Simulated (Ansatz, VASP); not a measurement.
Two plane-wave programs on GaAs

```xyz
2
Lattice="0.0000 2.8637 2.8637 2.8637 0.0000 2.8637 2.8637 2.8637 0.0000" Properties=species:S:1:pos:R:3 pbc="T T T"
Ga    0.0000    0.0000    0.0000
As    1.4318    1.4318    1.4318
```

Alike in both runs: task single point; functional PBE; k mesh 12 × 12 × 12; occupations gaussian, width 0.02 eV; no spin polarisation.

```csv
,VASP,Ansatz
version,VASP 6.6.1,Ansatz 0.2.0
potentials or method,"VASP PAW PBE potentials, release 64 (Ga_d, As)","scalar-relativistic, plane waves, PAW"
plane-wave cutoff (eV),520,500
valence electrons in the cell,18,28
```

Ansatz gave:

| Quantity | Value |
| --- | --- |
| gap on the k mesh at the Fermi level (eV) | 0.23 |
| least direct gap on the mesh (eV) | 0.23 |
| pressure (GPa) | 0.6 |

Q: Which values does VASP return?

A: gap on the k mesh at the Fermi level (eV): 0.23; least direct gap on the mesh (eV): 0.23; pressure (GPa): 0.8.

The two sets of potentials don't hold the same shells in valence.
